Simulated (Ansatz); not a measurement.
**LiF: a line through an energy map**

One table from this session's results is given with a row withheld; the runs are named, their logs left out.

Computed with Ansatz 0.2.0 (DFT PBE, scalar-relativistic, plane waves, PAW, unless a step's input says otherwise).

41 further runs of the same task are left out: 41 set aside as unsound or not needed.

## The structure to begin with

Symmetry: P6_3mc, No. 186, hexagonal system. The conventional cell has a = 3.126 Å, b = 3.126 Å, c = 4.902 Å, α = 90.00°, β = 90.00°, γ = 120.00°. Li (site symmetry 3m) is surrounded by 4 F at 1.89 to 1.90 Å. F (site symmetry 3m) has 4 Li at 1.89 to 1.90 Å as nearest neighbours.

Structure file:

```xyz
4
Lattice="3.1259 0.0000 0.0000 -1.5630 2.7071 0.0000 0.0000 0.0000 4.9019" Properties=species:S:1:pos:R:3 pbc="T T T"
Li    0.0000    1.8047    1.8680
Li    1.5630    0.9024    4.3189
F     0.0000    1.8047    4.8721
F     1.5630    0.9024    2.4212
```

It goes back to an entry of the Materials Project, which need not be the stable form.

This cell was relaxed beforehand with the same method: volume 10.37 Å³/atom, gap on the mesh 7.60 eV.

## The scan

The energy is mapped over volume and the cell's shape.

- volume per atom: 9 values from 8.711 to 12.029 Å³
- c/a of the conventional cell: 9 values from 1.390 to 1.769

Nothing else is relaxed (fractional coordinates fixed). Energies count from the relaxed crystal. Points are written as (first, second).

The first run:

input.yaml

```yaml
crystal:
  lattice:
    - [2.8332289033, 0.0, 0.0]
    - [-1.4166144516, 2.453648205, 0.0]
    - [0.0, 0.0, 5.0122652529]
  atoms:
    - { symbol: Li, position: [0.3333333333, 0.6666666667, 0.3810713234] }
    - { symbol: Li, position: [0.6666666667, 0.3333333333, 0.8810713234] }
    - { symbol: F, position: [0.3333333333, 0.6666666667, 0.9939266766] }
    - { symbol: F, position: [0.6666666667, 0.3333333333, 0.4939266766] }
basis:
  ecutwfc: 520.0
kpoints:
  mp_grid: { grid: [9, 9, 6] }
hamiltonian:
  xc: pbe
scf:
  occupations: { method: gaussian, width: 0.05 }
output:
  forces: true
  stress: true
  eigenvalues: true
```

Started as:

```console
$ ansatz run input.yaml --threads 1 --pin off --max-ram 2048MiB --backend cpu --events-out ev --progress --plain --runs-dir out
```

Among the steps run: The run at (8.711 Å³, 1.769); Grid point (9.126 Å³, 1.769); The run at (9.541 Å³, 1.769); The run at (9.955 Å³, 1.769); The run at (11.200 Å³, 1.769); Grid point (11.615 Å³, 1.769); Grid point (12.029 Å³, 1.769).

One table of the session follows, with a row left open; its other results are not shown here.

```
volume per atom (Å³)  energy (meV/atom)  slope (meV/atom per Å³)  pressure (GPa)  band gap on the k-mesh (eV)  largest force on an atom (eV/Å)
               8.711                 98                      −93            14.9                         8.57                             0.59
               9.126                 66                      −65            10.3                         8.30                             0.48
               9.541                 44                      −41             6.6                         8.05                             0.39
               9.955                 30                      −23             3.7                         7.82                             0.30
              10.370                  ?                        ?               ?                            ?                                ?
              10.785                 24                        5            −0.8                         7.42                             0.17
              11.200                 28                       15            −2.4                         7.24                             0.12
              11.615                 36                       24            −3.8                         7.07                             0.07
              12.029                 48                       31            −4.9                         6.91                             0.03
```

Q: Estimate the row for volume per atom (Å³) = 10.370 from the others.

Worked estimate for «energy (meV/atom)». A straight line through the neighbours (9.955, 30) and (10.785, 24) gives 30 + (24 − 30) × (10.370 − 9.955) / (10.785 − 9.955) = 27; a parabola fitted to 4 rows on both sides gives 24.

As computed: energy (meV/atom): 24; slope (meV/atom per Å³): −7; pressure (GPa): 1.2; band gap on the k-mesh (eV): 7.61; largest force on an atom (eV/Å): 0.23. In «energy (meV/atom)» the line misses by +3 and the parabola by +0.

Energies count from the relaxed crystal. Rows without a step come from runs not printed here or follow by symmetry. Slopes come from the forces (and the stress, where the cell changes), not from differences of energies.

What this shows: Along the line the energy is lowest at 10.785 Å³, 24 meV/atom from the zero. V·d²E/dV² there is about 50 GPa, a bulk modulus under this line's constraint. The highest point computed, at 8.711 Å³, lies 74 meV/atom above the lowest.
